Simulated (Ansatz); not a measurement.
PbF2 (Fluorocronite):

```
Pb F
1.0
     0.00000    2.96366    2.96366
     2.96366    0.00000    2.96366
     2.96366    2.96366    0.00000
Pb F
1 2
Direct
  0.00000 0.00000 0.00000
  0.75000 0.75000 0.75000
  0.25000 0.25000 0.25000
```

Base run:

```yaml
Program: Ansatz 0.2.0
Functional: PBE
Potentials_or_basis: all-electron LAPW, scalar-relativistic
Cutoff: 261 eV
Density_cutoff: 1042 eV
Basis_error_allowed: 0.001 eV/atom
k_mesh: 8 × 8 × 8
Occupations: fermi-dirac, width 0.05 eV
Spin: no spin polarisation
```

Its results: band gap on the k mesh 4.41 eV, indirect (least direct gap 4.56 eV); pressure 2.7 GPa.

**Question.** After a change of settings the same cell gave: band gap on the k mesh 4.25 eV, indirect (least direct gap 4.41 eV); pressure -4.5 GPa. Which change was it?
A. functional from PBE to PBEsol; potentials or basis from all-electron LAPW, scalar-relativistic to all-electron PAW datasets made for the crystal
B. functional from PBE to PBEsol
C. functional from PBE to LDA; basis error allowed from 0.001 eV/atom to 0.002 eV/atom
D. functional from PBE to PBEsol; basis error allowed from 0.001 eV/atom to 0.002 eV/atom

**Answer.** C.

Caveats: spin-orbit coupling is left out, which as a rule narrows the gap of such compounds by several tenths of an eV.

Not every run made on this cell is shown here.
